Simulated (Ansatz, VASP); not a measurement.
# Two plane-wave programs on Mg3Se

```
Mg Se
1.0
     5.78965    0.00000    0.00000
     0.00000    5.78965    0.00000
     0.00000    0.00000    3.01076
Mg Se
3 1
Direct
  0.00000 0.50000 0.00000
  0.50000 0.00000 0.00000
  0.00000 0.00000 0.00000
  0.50000 0.50000 0.00000
```

Alike in both runs: task relaxation of cell and atoms; functional PBE; k mesh 4 × 4 × 6; occupations gaussian, width 0.1 eV; no spin polarisation.

|  | VASP | Ansatz |
| --- | --- | --- |
| version | VASP 6.6.1 | Ansatz 0.2.0 |
| potentials or method | VASP PAW PBE potentials, release 64 (Mg, Se) | scalar-relativistic, plane waves, PAW |
| plane-wave cutoff (eV) | 600 | 420 |
| valence electrons in the cell | 12 | 46 |

```csv
,VASP,Ansatz,Ansatz less VASP
"gap on the k mesh at the Fermi level, each at its own relaxed structure (eV)",none,none,-
relaxed volume (Å³/atom),25.73,25.68,-0.050
relaxed cell length with the largest relative difference (Å),5.822,5.816,-0.0060
energy change over the relaxation (meV/atom),-1,-1,-0.3
```

A gap of «none» marks a metal or a gap that the smearing closes. The two sets of potentials don't hold the same shells in valence.
